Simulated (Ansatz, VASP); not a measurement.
# Ge in VASP and in Ansatz

INCAR

```
SYSTEM = Ge
  ALGO = Normal
  EDIFF = 1E-8
  ENCUT = 520
  ISIF = 2
  ISMEAR = -1
  LASPH = .True.
  LCHARG = .False.
  LEFG = .True.
  LREAL = .False.
  LWAVE = .False.
  NBANDS = 21
  NELM = 80
  PREC = Accurate
  SIGMA = 0.05
```

KPOINTS

```
k-points
0
Gamma
  10 10 10
  0 0 0
```

Contents of POSCAR:

```
Ge
1.0
    0.0000000000      2.7905386918      2.7905386918
    2.7905386918      0.0000000000      2.7905386918
    2.7905386918      2.7905386918      0.0000000000
Ge
2
Direct
    0.5000000000      0.5000000000      0.5000000000
    0.7500000000      0.7500000000      0.7500000000
```

Input for Ansatz:

```yaml
crystal:
  lattice:
    - [0.0, 2.7905386918, 2.7905386918]
    - [2.7905386918, 0.0, 2.7905386918]
    - [2.7905386918, 2.7905386918, 0.0]
  atoms:
    - { symbol: Ge, position: [0.5, 0.5, 0.5] }
    - { symbol: Ge, position: [0.75, 0.75, 0.75] }
kpoints:
  mp_grid: { grid: [10, 10, 10] }
scf:
  occupations: { method: fermi_dirac, width: 0.05 }
hamiltonian:
  xc: lda
  pseudopotentials: { kind: all_electron, datasets: crystal }
output:
  forces: true
  stress: true
  eigenvalues: true
  efg: { contact_densities: true }
```

Change from the starting cell: volume scaled by 0.96, crystal datasets.

Alike in both runs: task electric field gradients; functional LDA; k mesh 10 × 10 × 10; occupations fermi-dirac, width 0.05 eV; no spin polarisation.

|  | VASP | Ansatz |
| --- | --- | --- |
| version | VASP 6.6.1 | Ansatz 0.2.0 |
| potentials or method | VASP PAW LDA potentials, release 64 (Ge_d) | all-electron PAW with datasets made for the crystal, scalar-relativistic |
| plane-wave cutoff (eV) | 520 | see its input |

VASP gave:

```
pressure (GPa)                                                 : 1.8
Vzz of the field gradient on the site that differs most (V/Å²) : 0.0
```

Task: Which values does Ansatz return?

Result: Pressure (GPa): 1.7; Vzz of the field gradient on the site that differs most (V/Å²): 0.0.

Ansatz ran all-electron here, so the differences hold the error of VASP's frozen core and of both bases.
